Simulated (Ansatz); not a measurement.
Crystal: AlN.

```
Al N
1.0
     3.11300    0.00000    0.00000
    -1.55650    2.69594    0.00000
     0.00000    0.00000    4.98100
Al N
2 2
Cartesian
  1.5565 0.8986 2.4905
  0.0000 1.7973 0.0000
  1.5565 0.8986 4.3833
  0.0000 1.7973 1.8928
```

Base run:

```yaml
Program: Ansatz 0.2.0
Functional: PBE
Potentials_or_basis: Ansatz PAW
Cutoff: 300 eV
Density_cutoff: 1200 eV
k_mesh: 10 × 10 × 6
Occupations: fermi-dirac, width 0.05 eV
Spin: no spin polarisation
```

Its results: band gap on the k mesh 4.18 eV, direct; pressure 3.9 GPa; largest force 0.124 eV/Å.

The run is repeated on the same cell with these changes: functional from PBE to LDA; cutoff from 300 eV to 420 eV (not typed: the program's choice for these potentials). What comes out?

Band gap on the k mesh 4.24 eV, direct; pressure -4.6 GPa; largest force 0.117 eV/Å.

LDA binds more tightly than PBE, so the same cell stands under less pressure.

Caveats: the pressure holds a Pulay correction of +12.1 GPa for the finite cutoff (some runs); the cutoff lies under the one recommended for these potentials (some runs); the PAW data sets come from PBE, with cores solved anew for the run's functional, which leaves a small shift of forces and pressure (some runs).
